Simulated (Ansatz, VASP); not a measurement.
## GaN: VASP beside Ansatz

```
CELL_PARAMETERS angstrom
0.00000 2.25350 2.25350
2.25350 0.00000 2.25350
2.25350 2.25350 0.00000
ATOMIC_POSITIONS crystal
Ga 0.00000 0.00000 0.00000
N 0.25000 0.25000 0.25000
```

Alike in both runs: task relaxation of cell and atoms; functional revPBE; k mesh 10 × 10 × 10; occupations fermi-dirac, width 0.05 eV; no spin polarisation.

```csv
,VASP,Ansatz
version,VASP 6.6.1,Ansatz 0.2.0
potentials or method,"VASP PAW PBE potentials, release 64 (Ga_d, N), cutoff 600 eV","all-electron LAPW, scalar-relativistic"
```

Ansatz gave:

| Quantity | Value |
| --- | --- |
| relaxed volume (Å³/atom) | 11.95 |
| relaxed cell length with the largest relative difference (Å) | 3.234 |
| energy change over the relaxation (meV/atom) | -12 |

Which values does VASP return?

Relaxed volume (Å³/atom): 11.96; relaxed cell length with the largest relative difference (Å): 3.234; energy change over the relaxation (meV/atom): -12.

Ansatz ran all-electron here, so the differences hold the error of VASP's frozen core and of both bases.

Caveats: the PAW data sets were made with another functional, which shifts forces and pressure a little (VASP). As with any semilocal functional, this revPBE gap is likely too small.
